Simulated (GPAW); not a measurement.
Computed results, one entry a study.

LiF (Fm-3m): G0W0 with GPAW, start to end. The structure is cubic, space group Fm-3m (No. 225). Conventional cell: a = 4.028 Å, b = 4.028 Å, c = 4.028 Å, α = 90.00°, β = 90.00°, γ = 90.00°. Nearest to Li lie 6 F at 2.01 Å. Nearest to F lie 6 Li at 2.01 Å. Farther neighbours and most contacts between anions are not listed. The calculation used DFT, PBE, plane waves, PAW (and 1 further level or step) in GPAW 26.7.0, with cutoff 600 eV, GPAW PAW setups 1.2.1 data release, 6×6×6 k-mesh, nbands 78 in one of its runs. The PBE gap is 9.07 eV, indirect (only 2 meV under the direct gap) and the G0W0 gap on the mesh is 13.26 eV. The GW settings are 6×6×6 mesh, 68 bands, screening to 150 eV, Godby-Needs plasmon pole and the known limits are not at the basis limit. It took 4 runs, 24 s in all on 8 MPI ranks of Arm Neoverse V2, shared host (the runs of this entry). G0W0 moves the gap on the mesh from 9.07 eV to 13.26 eV (+4.19 eV), with Z of 0.82 and 0.89 at the edges. Only 1 of the mesh's irreducible points was corrected, so a valley elsewhere could overtake. The cell and positions come from the Crystallography Open Database and are kept as given unless a step says otherwise. Bands and cutoff are finite, so the gap is not at the basis limit. The miss can reach some tenths of an eV and take either sign; the mesh is an error of its own.

```
Li F
1.0
     0.00000    2.01400    2.01400
     2.01400    0.00000    2.01400
     2.01400    2.01400    0.00000
Li F
1 1
Cartesian
  0.0000 0.0000 0.0000
  2.0140 2.0140 2.0140
```

[Paths, hosts, dates, memory and timing lines, banners, echoed tables and standing remarks are left out of the program output.]

[Logs are printed without paths, hosts, clocks, repeated set-up lines and the standing remarks that a program may print on its own settings, such as how far it seeks lower states.]

[Runs of the session that timed out or met a known fault of the program may be left out.]

[Hosts, paths, dates, database ids (printed as entryN), source tags and the programs' standing remarks are cut or masked in the printed files.]
